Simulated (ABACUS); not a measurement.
A run of ABACUS 3.10.1 is set up as follows.

INPUT

```
INPUT_PARAMETERS
suffix              Fe
calculation         cell-relax
basis_type          pw
pseudo_dir          ./
symmetry            1
dft_functional      pbe
ecutwfc             90
pseudo_rcut         7
nspin               2
nbands              14
ks_solver           dav
smearing_method     fd
smearing_sigma      0.00367493
scf_thr             1e-08
scf_nmax            100
mixing_type         broyden
mixing_beta         0.4
cal_force           1
cal_stress          1
relax_nmax          60
force_thr_ev        0.01
relax_method        cg
out_stru            1
stress_thr          1
press1              300
press2              300
press3              300
kpar                4
```

File STRU:

```
ATOMIC_SPECIES
Fe 55.8450 Fe.upf

LATTICE_CONSTANT
1.8897261246

LATTICE_VECTORS
-1.4430000000 1.4430000000 1.4430000000
1.4430000000 -1.4430000000 1.4430000000
1.4430000000 1.4430000000 -1.4430000000

ATOMIC_POSITIONS
Cartesian

Fe
0.0
1
0.0000000000 0.0000000000 0.0000000000 1 1 1 mag 3
```

KPT

```
K_POINTS
0
Gamma
9 9 9 0 0 0
```

Potentials or basis: PseudoDojo NC SR 0.4.1 PBE standard, plane waves.

Run with:

```console
$ OMP_NUM_THREADS=1 mpirun -np 4 abacus > log
```

(1) Predict the space group after relaxing (to 0.05 Å).

(2) What does it give for the band gap on the k mesh?

Results:

(1) Im-3m (No. 229).

(2) none (metal or under the smearing width).
